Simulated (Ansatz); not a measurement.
The system is KBr.

```
Br K
1.0
     0.00000    3.30000    3.30000
     3.30000    0.00000    3.30000
     3.30000    3.30000    0.00000
Br K
1 1
Direct
  0.50000 0.50000 0.50000
  0.00000 0.00000 0.00000
```

Base run:

| Quantity | Value |
| --- | --- |
| Program | Ansatz 0.2.0 |
| Functional | PBEsol |
| Potentials or basis | Ansatz PAW |
| Cutoff | 420 eV (not typed: the program's choice for these potentials) |
| k mesh | 7 × 7 × 7 |
| Occupations | fermi-dirac, width 0.05 eV |
| Spin | no spin polarisation |

Its results: band gap on the k mesh 4.28 eV, direct; pressure -0.3 GPa.

Q: The run is repeated on the same cell with these changes: functional from PBEsol to LDA. What comes out?

A: Band gap on the k mesh 4.03 eV, direct; pressure -1.6 GPa.

LDA binds more tightly than PBEsol, so the same cell stands under less pressure.

Caveats: the PAW data sets come from PBE, with cores solved anew for the run's functional, which leaves a small shift of forces and pressure.
